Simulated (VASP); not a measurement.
# Ge (P6_3/mmc) in VASP: single point with r2SCAN

Aim: the single point of Ge with r2SCAN.

All numbers are computed with VASP 6.6.1; they aren't measurements. Logs are shortened: lines on timing, memory, paths and dates and some standing lists are left out, and cuts for length are marked.

## (1) The crystal as given

The structure is hexagonal, space group P6_3/mmc (No. 194). The conventional cell has a = 3.998 Å, b = 3.998 Å, c = 6.594 Å, α = 90.00°, β = 90.00°, γ = 120.00°. Ge (site symmetry 3m) is surrounded by 4 Ge at 2.45 to 2.47 Å.

This isn't the form of Ge at room conditions, which is diamond.

## (2) Single point, r2SCAN

POSCAR

```
Ge
1.0
    3.9975966128      0.0000000000      0.0000000000
   -1.9987983064      3.4620202208      0.0000000000
    0.0000000000      0.0000000000      6.5942120448
Ge
4
Direct
    0.3333333333      0.6666666667     -0.0001498043
    0.6666666667      0.3333333333      0.4998501957
    0.3333333333      0.6666666667      0.3741498043
    0.6666666667      0.3333333333      0.8741498043
```

INCAR.step1

```
PREC = Accurate
ENCUT = 520
ISMEAR = 0
SIGMA = 0.1
LREAL = F
LASPH = T
NELM = 100
NBANDS = 36
GGA = PE
ALGO = Normal
EDIFF = 1E-4
LWAVE = T
LCHARG = F
```

INCAR.step2

```
PREC = Accurate
ENCUT = 520
EDIFF = 1E-7
ISMEAR = 0
SIGMA = 0.1
LREAL = F
LASPH = T
NELM = 100
ALGO = Normal
ISIF = 2
LWAVE = F
LCHARG = F
METAGGA = R2SCAN
LMIXTAU = T
NBANDS = 36
ISTART = 1
```

KPOINTS

```
regular mesh
0
Gamma
  12 12 6
```

Potentials or basis: VASP PAW PBE potentials, release 64 (Ge_d).

Started as:

```sh
$ cat potpaw_PBE.64/Ge_d/POTCAR > POTCAR
$ cp INCAR.step1 INCAR
$ mpirun -np 1 vasp_std > vasp.out
$ cp INCAR.step2 INCAR
$ mpirun -np 1 vasp_std > vasp.out
```

OUTCAR:

```text
PREC = Accurate
   ENCUT = 520
   EDIFF = 1E-7
   ISMEAR = 0
   LREAL = F
   LASPH = T
   NELM = 100
   ISIF = 2
   METAGGA = R2SCAN
   ISTART = 1

 ion  position               nearest neighbor table
   1  0.333  0.667  1.000-   4 2.45   4 2.45   4 2.45   3 2.47
   2  0.667  0.333  0.500-   3 2.45   3 2.45   3 2.45   4 2.47
   3  0.333  0.667  0.374-   2 2.45   2 2.45   2 2.45   1 2.47
   4  0.667  0.333  0.874-   1 2.45   1 2.45   1 2.45   2 2.47

  LATTYP: Found a hexagonal cell.
 ALAT       =     3.9975966128
 C/A-ratio  =     1.6495441345

  Lattice vectors:

 A1 = (   3.9975966128,   0.0000000000,   0.0000000000)
 A2 = (  -1.9987983064,   3.4620202208,   0.0000000000)
 A3 = (   0.0000000000,   0.0000000000,   6.5942120448)

Analysis of symmetry for initial positions (statically):
=====================================================================
 Subroutine PRICEL returns:
 Original cell was already a primitive cell.

 Routine SETGRP: Setting up the symmetry group for a
 hexagonal supercell.

 Subroutine GETGRP returns: Found 24 space group operations
 (whereof  6 operations were pure point group operations)
 out of a pool of 24 trial point group operations.

The static configuration has the point symmetry C_3v.
 The point group associated with its full space group is D_6h.

Analysis of symmetry for dynamics (positions and initial velocities):
=====================================================================
 Subroutine PRICEL returns:
 Original cell was already a primitive cell.

 Routine SETGRP: Setting up the symmetry group for a
 hexagonal supercell.

 Subroutine GETGRP returns: Found 24 space group operations
 (whereof  6 operations were pure point group operations)
 out of a pool of 24 trial point group operations.

The dynamic configuration has the point symmetry C_3v.
 The point group associated with its full space group is D_6h.

 Subroutine INISYM returns: Found 24 space group operations
 (whereof  6 operations are pure point group operations),
 and found     1 'primitive' translations

----------------------------------------------------------------------------------------

                                     Primitive cell

  volume of cell :      91.2623

  direct lattice vectors                    reciprocal lattice vectors
     3.997596613  0.000000000  0.000000000     0.250150302  0.144424344  0.000000000
    -1.998798306  3.462020221  0.000000000     0.000000000  0.288848688  0.000000000
     0.000000000  0.000000000  6.594212045     0.000000000  0.000000000  0.151648141

  length of vectors
     3.997596613  3.997596613  6.594212045     0.288848688  0.288848688  0.151648141

  position of ions in fractional coordinates (direct lattice)
     0.333333333  0.666666667  0.999850196
     0.666666667  0.333333333  0.499850196
     0.333333333  0.666666667  0.374149804
     0.666666667  0.333333333  0.874149804

  ion indices of the primitive-cell ions
   primitive index   ion index
                 1           1
                 2           2
                 3           3
                 4           4

----------------------------------------------------------------------------------------

 KPOINTS: regular mesh

Automatic generation of k-mesh.
 Grid dimensions read from file:
 generate k-points for:   12   12    6

 Generating k-lattice:

  Cartesian coordinates                     Fractional coordinates (reciprocal lattice)
     0.020845859  0.012035362  0.000000000     0.083333333 -0.000000000  0.000000000
     0.000000000  0.024070724  0.000000000     0.000000000  0.083333333  0.000000000
     0.000000000  0.000000000  0.025274690     0.000000000  0.000000000  0.166666667

  Length of vectors
     0.024070724  0.024070724  0.025274690

  Shift w.r.t. Gamma in fractional coordinates (k-lattice)
     0.000000000  0.000000000  0.000000000

 Subroutine IBZKPT returns following result:
 ===========================================

 Found     76 irreducible k-points:

 Following reciprocal coordinates:
            Coordinates               Weight
  0.000000  0.000000  0.000000      1.000000
  0.083333  0.000000  0.000000      6.000000
  0.166667  0.000000  0.000000      6.000000
  0.250000  0.000000  0.000000      6.000000
  0.333333  0.000000  0.000000      6.000000
  0.416667  0.000000  0.000000      6.000000
[... 16 lines left out ...]
  0.250000  0.000000  0.166667     12.000000
  0.333333  0.000000  0.166667     12.000000
 [... further k-points ...]
   k-points           NKPTS =     76   k-points in BZ     NKDIM =     76   number of bands    NBANDS=     36
   number of dos      NEDOS =    301   number of ions     NIONS =      4
   total plane-waves  NPLWV =  45000
   dimension x,y,z NGX =    30 NGY =   30 NGZ =   50
   dimension x,y,z NGXF=    60 NGYF=   60 NGZF=  100
   ions per type =               4
   NGX,Y,Z   is equivalent  to a cutoff of  12.48, 12.48, 12.61 a.u.
   NGXF,Y,Z  is equivalent  to a cutoff of  24.95, 24.95, 25.21 a.u.
 SYSTEM =  unknown system
   PREC   = accura    normal or accurate (medium, high low for compatibility)
   ISTART =      1    job   : 0-new  1-cont  2-samecut
   ICHARG =      0    charge: 1-file 2-atom 10-const
   ISPIN  =      1    spin polarized calculation?
   LNONCOLLINEAR =      F non collinear calculations
   LSORBIT =      F    spin-orbit coupling
   LASPH  =      T    aspherical Exc in radial PAW
   ENCUT  =  520.0 eV  38.22 Ry    6.18 a.u.   7.43  7.43 12.26*2*pi/ulx,y,z
   NELM   =    100;   NELMIN=  2; NELMDL=  0     # of ELM steps
   EDIFF  = 0.1E-06   stopping-criterion for ELM
   LREAL  =      F    real-space projection
   EDIFFG = 0.1E-05   stopping-criterion for IOM
   NSW    =      0    number of steps for IOM
   IBRION =     -1    ionic relax: 0-MD 1-quasi-New 2-CG
   NFREE  =      0    steps in history (QN), initial steepest desc. (CG)
   ISIF   =      2    stress and relaxation
   ISYM   =      2    0-nonsym 1-usesym 2-fastsym
   POTIM  = 0.5000    time-step for ionic-motion
   TEBEG  =    0.0;   TEEND  =   0.0 temperature during run
   PSTRESS=    0.0 pullay stress
   NELECT =      56.0000    total number of electrons
   NUPDOWN=      -1.0000    fix difference up-down
   EMIN   =  10.00;   EMAX   =-10.00  energy-range for DOS
   EFERMI =   0.00;   METHOD = LEGACY
   ISMEAR =     0;   SIGMA  =   0.10  broadening in eV -4-tet -1-fermi 0-gaus
   EFERMI_NEDOS =   21; number of points for ismear=-14 and -15
   IALGO  =     38    algorithm
   IMIX   =      4    mixing-type and parameters
     AMIX     =   0.40;   BMIX     =  1.00
     AMIX_MAG =   1.60;   BMIX_MAG =  1.00
  volume/ion in A,a.u.               =      22.82       153.97
  Fermi-wavevector in a.u.,A,eV,Ry     =   1.391149  2.628891 26.331298  1.935296
  Thomas-Fermi vector in A             =   2.515016
   LORBIT       =      0    0 simple, 1 ext, 2 COOP (PROOUT), +10 PAW based schemes
   METAGGA = R2SCAN    functional components
   LHFCALC =     F    Hartree Fock is set to
   AEXX    =    0.0000 exact exchange contribution
   IVDW    =     0    specifies the selected vdW correction
   LEPSILON=     F    determine dielectric tensor
   LRPA    =     F    only Hartree local field effects (RPA)
 non-spin polarized calculation
 Gauss-broadening in eV      SIGMA  =   0.10
  energy-cutoff  :      520.00
  volume of cell :       91.26
 maximum number of plane-waves:      2491
 NGX is ok and might be reduce to    30
   NGX = 15   NGY = 15   NGZ = 25

 number of electron      56.0000046 magnetization

 Free energy of the ion-electron system (eV)
  ---------------------------------------------------
  ext. energy  EPLUGINS =         0.00000000
  ---------------------------------------------------
  free energy    TOTEN  =       -55.41851778 eV

  energy without entropy =      -55.41829782  energy(sigma->0) =      -55.41840780

 E-fermi :   4.9443     XC(G=0): -10.7738

 val. band max:        4.9008502900   @ k =   0.0000   0.0000   0.0000
 cond. band min:       4.9596309080   @ k =   0.0000   0.0000   0.0000
 fundamental gap:      0.0587806181
 Fermi energy:         4.9443231144

 k-point     1 :       0.0000    0.0000    0.0000
  band No.  band energies     occupation
      1     -20.7961      2.00000
      2     -20.7961      2.00000
      3     -20.7574      2.00000
      4     -20.7558      2.00000
      5     -20.7558      2.00000
      6     -20.7437      2.00000
[... 28 lines left out ...]
     35       9.6036      0.00000
     36      11.4823      0.00000

 k-point     2 :       0.0833    0.0000    0.0000
  band No.  band energies     occupation
      1     -20.8011      2.00000
      2     -20.7976      2.00000
      3     -20.7621      2.00000
      4     -20.7584      2.00000
      5     -20.7559      2.00000
      6     -20.7374      2.00000
[... 28 lines left out ...]
     35       9.9308      0.00000
     36      11.7831      0.00000

 k-point     3 :       0.1667    0.0000    0.0000
  band No.  band energies     occupation
      1     -20.8096      2.00000
      2     -20.8009      2.00000
      3     -20.7711      2.00000
      4     -20.7642      2.00000
      5     -20.7550      2.00000
      6     -20.7277      2.00000
[... 28 lines left out ...]
     35      10.7845      0.00000
     36      10.9913      0.00000
[... 742 lines left out ...]
 k-point    23 :       0.2500    0.0000    0.1667
  band No.  band energies     occupation
      1     -20.8122      2.00000
      2     -20.8018      2.00000
      3     -20.7784      2.00000
      4     -20.7731      2.00000
      5     -20.7548      2.00000
      6     -20.7212      2.00000
[... 28 lines left out ...]
     35      11.4425      0.00000
     36      11.6880      0.00000

 k-point    24 :       0.3333    0.0000    0.1667
  band No.  band energies     occupation
      1     -20.8132      2.00000
      2     -20.8035      2.00000
      3     -20.7869      2.00000
      4     -20.7771      2.00000
      5     -20.7473      2.00000
      6     -20.7158      2.00000
[... 28 lines left out ...]
     35      12.2904      0.00000
     36      12.8710      0.00000

 [... further k-points ...]

------------------------ aborting loop because EDIFF is reached ----------------------------------------

  FORCE on cell =-STRESS in cart. coord.  units (eV):
  Direction    XX          YY          ZZ          XY          YZ          ZX
  --------------------------------------------------------------------------------------
  -------------------------------------------------------------------------------------
  Total        0.0066715      0.0066715      0.1210065      0.0000000     -0.0000000      0.0000000
  in kB        0.1171234      0.1171234      2.1243583      0.0000000     -0.0000000      0.0000000
  external PRESSURE =       0.7862017 kB  Pullay stress =       0.0000000 kB

 VOLUME and BASIS-vectors are now :
 -----------------------------------------------------------------------------
  energy-cutoff  :      520.00
  volume of cell :       91.26
      direct lattice vectors                 reciprocal lattice vectors
     3.997596613  0.000000000  0.000000000     0.250150302  0.144424344  0.000000000
    -1.998798306  3.462020221  0.000000000     0.000000000  0.288848688  0.000000000
     0.000000000  0.000000000  6.594212045     0.000000000  0.000000000  0.151648141

 POSITION                                       TOTAL-FORCE (eV/Angst)
 -----------------------------------------------------------------------------------
     -0.00000      2.30801      6.59322        -0.000000     -0.000000      0.003208
      1.99880      1.15401      3.29612         0.000000      0.000000      0.003208
     -0.00000      2.30801      2.46722        -0.000000      0.000000     -0.003208
      1.99880      1.15401      5.76433         0.000000      0.000000     -0.003208
 -----------------------------------------------------------------------------------
    total drift:                               -0.000000      0.000000      0.000290

  FREE ENERGIE OF THE ION-ELECTRON SYSTEM (eV)
  ---------------------------------------------------
  free  energy   TOTEN  =       -55.4185177830 eV

  energy  without entropy=      -55.4182978224  energy(sigma->0) =      -55.41840780
```

Run time: 8.3 min. Hardware: 1 thread of Intel Xeon 6975P-C (Granite Rapids), shared host; peak memory 0.32 GiB.

Results:

```
Free energy            : -55.4185 eV
Pressure               : 0.1 GPa
Largest force          : 0.003 eV/Å
Band gap on the k mesh : 0.06 eV, direct
```

Forces in eV/Å, atoms in the order of the input:
```
Ge   0.000  0.000  0.003
Ge   0.000  0.000  0.003
Ge   0.000  0.000 -0.003
Ge   0.000  0.000 -0.003
```

Caveat: the PAW data sets were made with another functional, which shifts forces and pressure a little. r2SCAN opens gaps a little over a GGA but as a rule still falls short of measured ones.
